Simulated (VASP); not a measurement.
Wanted: the native input for a VASP 6.6.1 run.

```
Task                   : single point
Functional             : PBE
Potentials or basis    : VASP PAW PBE potentials, release 64 (Pb_d, S)
Cutoff                 : 520 eV
k mesh                 : 7 × 4 × 4
Occupations            : fermi-dirac, width 0.05 eV
Spin                   : no spin polarisation
Further INCAR settings : ALGO = Normal; EDIFF = 1e-07; NBANDS = 50
```

The structure of PbS lies in POSCAR:

```
PbS
1.0
    4.0699280000      0.0000000000      0.0000000000
    0.0000000000      5.6898180000      5.5735990000
    0.0000000000     -5.6898180000      5.5735990000
Pb S
4 4
Direct
    0.0009060000      0.8194270000      0.8196210000
    0.5088960000      0.1450430000      0.1391840000
    0.0031690000      0.3367300000      0.6689640000
   -0.0094070000      0.6682550000      0.3291870000
    0.4903740000      0.6318840000      0.6359580000
    0.0074520000      0.3204700000      0.3104070000
    0.5032730000      0.1214960000      0.7736840000
    0.5110940000      0.7707790000      0.1158720000
```

The cell comes from a database or a generator and needn't be the stable form of this composition.

The cell isn't the ideal one: atoms moved at random, drawn with an rms of 0.05 Å.

The input as run:

INCAR

```
  PREC = Accurate
  ENCUT = 520
  EDIFF = 1E-7
  ISMEAR = -1
  SIGMA = 0.05
  LREAL = F
  LASPH = T
  NELM = 100
  ALGO = Normal
  ISIF = 2
  LWAVE = F
  LCHARG = F
  GGA = PE
  NBANDS = 50
```

KPOINTS

```
regular mesh
0
Gamma
  7 4 4
```

Potentials or basis: VASP PAW PBE potentials, release 64 (Pb_d, S).

Run with:

```bash
$ cat potpaw_PBE.64/Pb_d/POTCAR potpaw_PBE.64/S/POTCAR > POTCAR
$ mpirun -np 1 vasp_std > vasp.out
```

It gave:

```
Pressure               : 0.4 GPa
Largest force          : 0.454 eV/Å
Band gap on the k mesh : 0.71 eV, indirect (least direct gap 0.96 eV)
```

Caveat: spin-orbit coupling is left out, which as a rule narrows the gap of such compounds by several tenths of an eV; an odd mesh through Γ misses points on the zone boundary, where band edges often lie.

Run time: 13 min on 1 thread of Intel(R) Xeon(R) 6975P-C (Granite Rapids) (shared host), peak memory 0.67 GiB.
